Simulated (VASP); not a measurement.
A run of VASP 6.6.1 is set up as follows.

The input INCAR:

```
PREC = Accurate
ENCUT = 520
EDIFF = 1E-7
ISMEAR = 0
SIGMA = 0.15
LREAL = F
LASPH = T
NELM = 100
ALGO = Fast
ISIF = 2
LWAVE = F
LCHARG = T
GGA = PE
LELF = T
LVHAR = T
NBANDS = 10
```

The input KPOINTS:

```
Automatic mesh
0
Gamma
  12 12 12
```

File POSCAR:

```
Cs
1.0
   -3.0225000000      3.0225000000      2.7807000000
    3.0225000000     -3.0225000000      2.7807000000
    3.0225000000      3.0225000000     -2.7807000000
Cs
1
Direct
    0.0000000000      0.0000000000      0.0000000000
```

Potentials or basis: VASP PAW PBE potentials, release 64 (Cs_sv).

Command:

```bash
$ cat potpaw_PBE.64/Cs_sv/POTCAR > POTCAR
$ mpirun -np 1 vasp_std > vasp.out
```

(1) What does it give for the pressure?

(2) What does it give for the band gap on the k mesh?

Results:

(1) 0.3 GPa.

(2) none (metal or under the smearing width).
